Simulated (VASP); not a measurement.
# Hf (P6_3/mmc) in VASP: further runs, part 2 of 3

VASP 6.6.1.

## Step 4: Relaxation of cell and atoms, PBEsol, target pressure 12 GPa, at which the enthalpy is minimised

This run uses another cell than the first one, of 19.68 Å³/atom, 1.314 times its volume.

Input file INCAR:

```
  PREC = Accurate
  ENCUT = 520
  EDIFF = 1E-7
  ISMEAR = 0
  SIGMA = 0.1
  LREAL = F
  LASPH = T
  NELM = 80
  ALGO = Normal
  ISIF = 3
  LWAVE = F
  LCHARG = F
  GGA = PS
  IBRION = 2
  NSW = 80
  EDIFFG = -0.002
  PSTRESS = 120.0
```

Input file KPOINTS:

```
regular mesh
0
Gamma
  21 21 12
```

Input file POSCAR:

```
Hf                                      
1.0
    3.0579064731     -0.0000000000     -0.0000000000
   -1.5289532366      2.6482246948      0.0000000000
   -0.0000000000     -0.0000000000      4.8600144403
  Hf            
     2
Direct
     0.3333333300000021    0.6666666699999979    0.2500000000000000
     0.6666666699999979    0.3333333300000021    0.7500000000000000
```

Potentials or basis: VASP PAW PBE potentials, release 64 (Hf_pv).

Launch:

```sh
> cat potpaw_PBE.64/Hf_pv/POTCAR > POTCAR
> mpirun -np 1 vasp_std > vasp.out
```

OUTCAR:

```text
PREC = Accurate
   ENCUT = 520
   EDIFF = 1E-7
   ISMEAR = 0
   LREAL = F
   LASPH = T
   NELM = 80
   ISIF = 3
   GGA = PS
   IBRION = 2
   NSW = 80
   EDIFFG = -0.002
   PSTRESS = 120.0

 ion  position               nearest neighbor table
   1  0.333  0.667  0.250-   2 3.00   2 3.00   2 3.00   2 3.00   2 3.00   2 3.00
   2  0.667  0.333  0.750-   1 3.00   1 3.00   1 3.00   1 3.00   1 3.00   1 3.00

  LATTYP: Found a hexagonal cell.
 ALAT       =     3.0579064731
 C/A-ratio  =     1.5893273660

  Lattice vectors:

 A1 = (   3.0579064731,   0.0000000000,   0.0000000000)
 A2 = (  -1.5289532366,   2.6482246948,   0.0000000000)
 A3 = (   0.0000000000,   0.0000000000,   4.8600144403)

Analysis of symmetry for initial positions (statically):
=====================================================================
 Subroutine PRICEL returns:
 Original cell was already a primitive cell.

 Routine SETGRP: Setting up the symmetry group for a
 hexagonal supercell.

 Subroutine GETGRP returns: Found 24 space group operations
 (whereof 12 operations were pure point group operations)
 out of a pool of 24 trial point group operations.

The static configuration has the point symmetry D_3d.
 The point group associated with its full space group is D_6h.

Analysis of symmetry for dynamics (positions and initial velocities):
=====================================================================
[... 315 lines left out ...]

 Free energy of the ion-electron system (eV)
  ---------------------------------------------------
  ext. energy  EPLUGINS =         0.00000000
  ---------------------------------------------------
  free energy    TOTEN  =       -20.87940006 eV

  energy without entropy =      -20.87233358  energy(sigma->0) =      -20.87586682

 E-fermi :   5.6989     XC(G=0): -11.9920

 val. band max:        5.6938382234   @ k =   0.2381   0.1905   0.5000
 cond. band min:       5.7006167566   @ k =   0.0952   0.0952   0.3333
 fundamental gap:      0.0067785333
 Fermi energy:         5.6988525591

 k-point     1 :       0.0000    0.0000    0.0000
  band No.  band energies     occupation
      1     -25.3156      2.00000
      2     -24.1864      2.00000
      3     -24.1864      2.00000
      4     -24.0000      2.00000
      5     -24.0000      2.00000
      6     -23.9998      2.00000
      7      -2.1303      2.00000
      8       1.5324      2.00000
      9       6.8457      0.00000
     10       6.8699      0.00000
     11       6.8699      0.00000
     12       7.1428      0.00000
     13       7.8301      0.00000
     14       7.8301      0.00000
[... 377 lines left out ...]
      1     -25.0873      2.00000
      2     -24.6097      2.00000
      3     -24.5042      2.00000
      4     -24.2992      2.00000
      5     -24.1122      2.00000
      6     -24.0966      2.00000
      7      -0.1255      2.00000
      8       3.1858      2.00000
      9       4.5689      2.00000
     10       4.7866      2.00000
     11       6.4753      0.00000
     12       6.8273      0.00000
     13       7.7436      0.00000
     14       8.7902      0.00000

 [... further k-points ...]

------------------------ aborting loop because EDIFF is reached ----------------------------------------

  FORCE on cell =-STRESS in cart. coord.  units (eV):
  Direction    XX          YY          ZZ          XY          YZ          ZX
  --------------------------------------------------------------------------------------
  -------------------------------------------------------------------------------------
  Total        2.9488251      2.9488251      2.9448020     -0.0000000      0.0000000      0.0000000
  in kB      120.0374652    120.0374659    119.8736973     -0.0000000      0.0000000      0.0000000
  external PRESSURE =      -0.0171239 kB  Pullay stress =     120.0000000 kB
[... 21 lines left out ...]
  energy  without entropy=      -20.8723335791  energy(sigma->0) =      -20.87586682

  enthalpy is  TOTEN    =       -17.9314952976 eV   P V=        2.9479047664

 reached required accuracy - stopping structural energy minimisation
```

OSZICAR:

```text
N       E                     dE             d eps       ncg     rms          rms(c)
DAV:   1     0.481757782394E+02    0.48176E+02   -0.11905E+04  9424   0.138E+03
DAV:   2    -0.196377805543E+02   -0.67814E+02   -0.66527E+02 11856   0.276E+02
DAV:   3    -0.215153428233E+02   -0.18776E+01   -0.18476E+01 12542   0.307E+01
DAV:   4    -0.215303450455E+02   -0.15002E-01   -0.14983E-01 10824   0.335E+00
[... 27 lines left out ...]
   4 F= -.17931495E+02 E0= -.17927962E+02  d E =-.352453E-06
       N       E                     dE             d eps       ncg     rms          rms(c)
DAV:   1    -0.208794004298E+02    0.17768E-03   -0.92277E-06  9534   0.269E-02    0.767E-03
DAV:   2    -0.208794001409E+02    0.28887E-06   -0.51919E-07 10992   0.600E-03    0.222E-03
DAV:   3    -0.208794000641E+02    0.76824E-07   -0.12125E-07  5262   0.290E-03
   5 F= -.17931495E+02 E0= -.17927962E+02  d E =-.187126E-06
```

Run time: 2.3 min. Hardware: 1 thread of Intel Xeon Platinum 8488C (Sapphire Rapids), shared host; peak memory 0.29 GiB.

Results:

```
Free energy                                            : -20.8794 eV
Energy change on relaxing (the enthalpy is what falls) : -0.1 meV/atom
Ionic steps                                            : 5
Pressure after relaxing                                : 12.0 GPa
Band gap on the k mesh                                 : none (metal or under the smearing width)
```

The path:
```tsv
step	energy change (eV)	largest force (eV/Å)	pressure (GPa)	volume (Å³)
1	0.0000	0.0000	12.02	39.36
2	-0.0009	0.0000	11.97	39.37
3	-0.0004	0.0000	11.99	39.36
4	-0.0004	0.0000	11.99	39.36
5	-0.0002	0.0000	12.00	39.36
```

Final structure:
```yaml
crystal:
  lattice:
    - [3.05799, 0.00000, 0.00000]
    - [-1.52900, 2.64830, 0.00000]
    - [0.00000, 0.00000, 4.86003]
  atoms:
    - { symbol: Hf, position: [0.33333, 0.66667, 0.25000] }
    - { symbol: Hf, position: [0.66667, 0.33333, 0.75000] }
```

Caveat: the cell is relaxed towards a set pressure, so the enthalpy falls and the energy may rise; the PAW data sets were made with another functional, which shifts forces and pressure a little. The run has no spin-orbit coupling, so splittings on Hf are missing.

## Step 5: Relaxation of cell and atoms, PBEsol, target pressure 0.0001 GPa, at which the enthalpy is minimised

This run uses another cell than the first one, of 19.68 Å³/atom, 1.314 times its volume.

Edit INCAR of step 4 so:

```diff
@@ -16,2 +16,2 @@
   EDIFFG = -0.002
-  PSTRESS = 120.0
+  PSTRESS = 0.001
```

KPOINTS is that of step 4.

Input file POSCAR:

```
Hf                                      
1.0
    3.0579940669     -0.0000000000      0.0000000000
   -1.5289970335      2.6483005534     -0.0000000000
    0.0000000000     -0.0000000000      4.8600291701
  Hf            
     2
Direct
     0.3333333300000021    0.6666666699999979    0.2500000000000000
     0.6666666699999979    0.3333333300000021    0.7500000000000000
```

Potentials or basis: VASP PAW PBE potentials, release 64 (Hf_pv).

Launch:

```sh
> cat potpaw_PBE.64/Hf_pv/POTCAR > POTCAR
> mpirun -np 1 vasp_std > vasp.out
```

OUTCAR:

```text
PREC = Accurate
   ENCUT = 520
   EDIFF = 1E-7
   ISMEAR = 0
   LREAL = F
   LASPH = T
   NELM = 80
   ISIF = 3
   GGA = PS
   IBRION = 2
   NSW = 80
   EDIFFG = -0.002
   PSTRESS = 0.001

 ion  position               nearest neighbor table
   1  0.333  0.667  0.250-   2 3.00   2 3.00   2 3.00   2 3.00   2 3.00   2 3.00
   2  0.667  0.333  0.750-   1 3.00   1 3.00   1 3.00   1 3.00   1 3.00   1 3.00

  LATTYP: Found a hexagonal cell.
 ALAT       =     3.0579940669
 C/A-ratio  =     1.5892866578

  Lattice vectors:

 A1 = (   3.0579940669,   0.0000000000,   0.0000000000)
 A2 = (  -1.5289970335,   2.6483005534,   0.0000000000)
 A3 = (   0.0000000000,   0.0000000000,   4.8600291701)

Analysis of symmetry for initial positions (statically):
=====================================================================
 Subroutine PRICEL returns:
 Original cell was already a primitive cell.

 Routine SETGRP: Setting up the symmetry group for a
 hexagonal supercell.

 Subroutine GETGRP returns: Found 24 space group operations
 (whereof 12 operations were pure point group operations)
 out of a pool of 24 trial point group operations.

The static configuration has the point symmetry D_3d.
 The point group associated with its full space group is D_6h.

Analysis of symmetry for dynamics (positions and initial velocities):
=====================================================================
 Subroutine PRICEL returns:
 Original cell was already a primitive cell.

 Routine SETGRP: Setting up the symmetry group for a
 hexagonal supercell.

 Subroutine GETGRP returns: Found 24 space group operations
 (whereof 12 operations were pure point group operations)
 out of a pool of 24 trial point group operations.

The dynamic configuration has the point symmetry D_3d.
 The point group associated with its full space group is D_6h.

 Subroutine INISYM returns: Found 24 space group operations
 (whereof 12 operations are pure point group operations),
 and found     1 'primitive' translations
[... 136 lines left out ...]

 number of electron      20.0000006 magnetization

 Free energy of the ion-electron system (eV)
  ---------------------------------------------------
  ext. energy  EPLUGINS =         0.00000000
  ---------------------------------------------------
  free energy    TOTEN  =       -20.87940053 eV

  energy without entropy =      -20.87233386  energy(sigma->0) =      -20.87586720

------------------------ aborting loop because EDIFF is reached ----------------------------------------

  FORCE on cell =-STRESS in cart. coord.  units (eV):
  Direction    XX          YY          ZZ          XY          YZ          ZX
  --------------------------------------------------------------------------------------
  -------------------------------------------------------------------------------------
  Total        2.9518215      2.9518215      2.9469527     -0.0000000      0.0000000      0.0000000
  in kB      120.1594384    120.1594390    119.9612424     -0.0000000      0.0000000      0.0000000
  external PRESSURE =     120.0923733 kB  Pullay stress =       0.0010000 kB
[... 291 lines left out ...]
--------------------------------------- Ionic step        9  -------------------------------------------

 number of electron      19.9999996 magnetization

 Free energy of the ion-electron system (eV)
  ---------------------------------------------------
  ext. energy  EPLUGINS =         0.00000000
  ---------------------------------------------------
  free energy    TOTEN  =       -21.00944505 eV

  energy without entropy =      -21.00219159  energy(sigma->0) =      -21.00581832

 E-fermi :   5.0356     XC(G=0): -11.5675

 val. band max:        5.0292229544   @ k =   0.2857   0.2857   0.2500
 cond. band min:       5.0366532427   @ k =   0.3333   0.2381   0.4167
 fundamental gap:      0.0074302883
 Fermi energy:         5.0355888441

 k-point     1 :       0.0000    0.0000    0.0000
  band No.  band energies     occupation
      1     -25.9834      2.00000
      2     -25.1333      2.00000
      3     -25.1333      2.00000
      4     -24.9894      2.00000
      5     -24.9874      2.00000
      6     -24.9874      2.00000
      7      -2.4921      2.00000
      8       1.1911      2.00000
      9       5.8439      0.00000
     10       6.1991      0.00000
     11       6.1991      0.00000
     12       6.5019      0.00000
     13       7.0651      0.00000
     14       7.0651      0.00000
[... 377 lines left out ...]
      1     -25.8122      2.00000
      2     -25.4382      2.00000
      3     -25.3573      2.00000
      4     -25.2122      2.00000
      5     -25.0765      2.00000
      6     -25.0577      2.00000
      7      -0.6766      2.00000
      8       2.7172      2.00000
      9       3.9893      2.00000
     10       4.2739      2.00000
     11       5.8127      0.00000
     12       6.1423      0.00000
     13       6.9000      0.00000
     14       7.9648      0.00000

 [... further k-points ...]

------------------------ aborting loop because EDIFF is reached ----------------------------------------

  FORCE on cell =-STRESS in cart. coord.  units (eV):
  Direction    XX          YY          ZZ          XY          YZ          ZX
  --------------------------------------------------------------------------------------
  -------------------------------------------------------------------------------------
  Total        0.0012911      0.0012911     -0.0005192     -0.0000000      0.0000000      0.0000000
  in kB        0.0480375      0.0480375     -0.0193165     -0.0000000      0.0000000      0.0000000
  external PRESSURE =       0.0245861 kB  Pullay stress =       0.0010000 kB
[... 21 lines left out ...]
  energy  without entropy=      -21.0021915947  energy(sigma->0) =      -21.00581832

  enthalpy is  TOTEN    =       -21.0094181685 eV   P V=        0.0000268774

 reached required accuracy - stopping structural energy minimisation
```

OSZICAR:

```text
N       E                     dE             d eps       ncg     rms          rms(c)
DAV:   1     0.481350707534E+02    0.48135E+02   -0.11888E+04  9432   0.138E+03
DAV:   2    -0.195844350669E+02   -0.67720E+02   -0.66459E+02 11814   0.275E+02
DAV:   3    -0.215162322656E+02   -0.19318E+01   -0.18782E+01 12588   0.306E+01
[... 79 lines left out ...]
DAV:   2    -0.210095050114E+02    0.17841E-03   -0.36068E-04  9612   0.160E-01    0.507E-02
DAV:   3    -0.210094506611E+02    0.54350E-04   -0.10315E-04  9630   0.790E-02    0.247E-02
DAV:   4    -0.210094445628E+02    0.60984E-05   -0.14734E-05 10518   0.308E-02    0.200E-02
DAV:   5    -0.210094449519E+02   -0.38917E-06   -0.13101E-06 11706   0.701E-03    0.370E-03
DAV:   6    -0.210094450458E+02   -0.93915E-07   -0.35609E-08  5250   0.147E-03
   9 F= -.21009418E+02 E0= -.21005791E+02  d E =-.312341E-04
```

It took 5.6 min on 1 thread of Intel Xeon Platinum 8488C (Sapphire Rapids), shared host; peak memory 0.29 GiB.

What came out:

```
Free energy                                            : -21.0094 eV
Relaxed volume                                         : 21.53 Å³/atom
Relaxed cell                                           : a = 3.157 Å, b = 3.157 Å, c = 4.990 Å, α = 90.00°, β = 90.00°, γ = 120.00°
Space group after relaxing (to 0.05 Å)                 : P6_3/mmc (No. 194)
Energy change on relaxing (the enthalpy is what falls) : -65.0 meV/atom
Ionic steps                                            : 9
Pressure after relaxing                                : 0.0 GPa
Band gap on the k mesh                                 : none (metal or under the smearing width)
```

The path:
| step | energy change (eV) | largest force (eV/Å) | pressure (GPa) | volume (Å³) |
| --- | --- | --- | --- | --- |
| 1 | 0.0000 | 0.0000 | 12.01 | 39.36 |
| 2 | 0.0687 | 0.0000 | -10.98 | 48.37 |
| 3 | -0.1296 | 0.0000 | -0.26 | 43.16 |
| 4 | -0.1297 | 0.0000 | -0.02 | 43.07 |
| 5 | -0.1297 | 0.0000 | 0.18 | 42.99 |
| 6 | -0.1300 | 0.0000 | 0.17 | 43.00 |
| 7 | -0.1300 | 0.0000 | 0.17 | 43.00 |
| 8 | -0.1300 | 0.0000 | -0.19 | 43.14 |
| 9 | -0.1300 | 0.0000 | 0.00 | 43.06 |

Final structure:
```cif
data_structure
_symmetry_space_group_name_H-M 'P 1'
_symmetry_Int_Tables_number 1
_cell_length_a 3.1567
_cell_length_b 3.1567
_cell_length_c 4.9900
_cell_angle_alpha 90.000
_cell_angle_beta 90.000
_cell_angle_gamma 120.000
_cell_volume 43.06
loop_
_atom_site_label
_atom_site_type_symbol
_atom_site_fract_x
_atom_site_fract_y
_atom_site_fract_z
_atom_site_occupancy
Hf1 Hf 0.33333 0.66667 0.25000 1
Hf2 Hf 0.66667 0.33333 0.75000 1
```

Caveat: the cell is relaxed towards a set pressure, so the enthalpy falls and the energy may rise; the PAW data sets were made with another functional, which shifts forces and pressure a little. The run has no spin-orbit coupling, so splittings on Hf are missing.

[end of part 2 of 3]
